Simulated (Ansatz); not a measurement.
# Sn: dependence on the functional

Method: plane-wave DFT with PAW (Ansatz). The atoms stay where they are, in a cell that isn't relaxed at these levels; pressure is positive in compression.

```cif
data_structure
_symmetry_space_group_name_H-M 'P 1'
_symmetry_Int_Tables_number 1
_cell_length_a 3.6827
_cell_length_b 3.6827
_cell_length_c 3.6827
_cell_angle_alpha 128.816
_cell_angle_beta 128.816
_cell_angle_gamma 75.306
_cell_volume 29.51
loop_
_atom_site_label
_atom_site_type_symbol
_atom_site_fract_x
_atom_site_fract_y
_atom_site_fract_z
_atom_site_occupancy
Sn1 Sn 0.00000 0.00000 0.00000 1
```

| Item | Value |
| --- | --- |
| occupation rule | Gaussian smearing, 0.1 eV |
| spin treatment | unpolarised |

```
functional mesh cutoff (eV) gap on mesh (eV) P (GPa)
       PBE  18×18×18          420             metal     -1.6
       LDA  18×18×18          420             metal     -5.2
    PBEsol  18×18×18          420             metal     -4.1
    r2SCAN  18×18×18          500             metal     -2.8
     HSE06  10×10×10          420             metal     -2.9
```

Rough cost on one shared core, as a multiple of the first run's: LDA 1.2, PBEsol 0.9, r2SCAN 1.5, HSE06 16.

This form isn't the element's structure at ambient conditions.